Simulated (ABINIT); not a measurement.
Runs of ABINIT 10.8.3 (patched build) on CsPbCl3. It takes space group Pm-3m (No. 221, cubic). Conventional cell: a = 5.605 Å, b = 5.605 Å, c = 5.605 Å, α = 90.00°, β = 90.00°, γ = 90.00°. Pb (site symmetry m-3m) is surrounded by 6 Cl at 2.80 Å. Cs (site symmetry m-3m) is surrounded by 12 Cl at 3.96 Å. Cl (site symmetry 4/mmm) has 2 Pb at 2.80 Å as nearest neighbours. 

```tsv
task	level	potentials or basis	cell	k mesh	cutoff (eV)	smearing	bands in the sums	one-shot functional	cutoff of the screening (Ha)	wave-function cutoff in the screening (Ha)	iterations	mesh quality	gap on the mesh (eV)	pressure (GPa)	relaxed volume (Å³/atom)
one-shot levels of the hybrid HF	PBE	PseudoDojo NC SR PBE v0.4.1 standard	as given	4 × 4 × 4	707	fixed	30	HF	-	-	-	not flagged	1.93	-	-
single point	LDA	PseudoDojo NC SR LDA v0.4.1 standard	as given	4 × 4 × 4	707	fermi-dirac 0.05 eV	-	-	-	-	-	not flagged	1.74	-1.2	-
one-shot levels of the hybrid HF	LDA	PseudoDojo NC SR LDA v0.4.1 standard	as given	4 × 4 × 4	707	fixed	30	HF	-	-	-	not flagged	1.74	-	-
single point	PBE	PseudoDojo NC SR PBE v0.4.1 standard	as given	4 × 4 × 4	707	fermi-dirac 0.05 eV	-	-	-	-	-	not flagged	1.93	1.8	-
relaxation of cell and atoms	LDA	PseudoDojo NC SR LDA v0.4.1 standard	relaxed	4 × 4 × 4	762	fermi-dirac 0.05 eV	-	-	-	-	-	not flagged	(b)	0.0	33.81
relaxation of cell and atoms	PBE	PseudoDojo NC SR PBE v0.4.1 standard	relaxed	4 × 4 × 4	789	fermi-dirac 0.05 eV	-	-	-	-	-	not flagged	(a)	0.0	37.86
```

Alike in all rows: no spin polarisation.

Q: Estimate the missing entries.

A: (a) 2.22; (b) 1.55.

Caveats: spin-orbit coupling is left out, which as a rule narrows the gap of such compounds by several tenths of an eV.

A k mesh can miss the band edges, and the runs leave out spin-orbit coupling on Cs, Pb.

Not every run made on this cell is shown here.
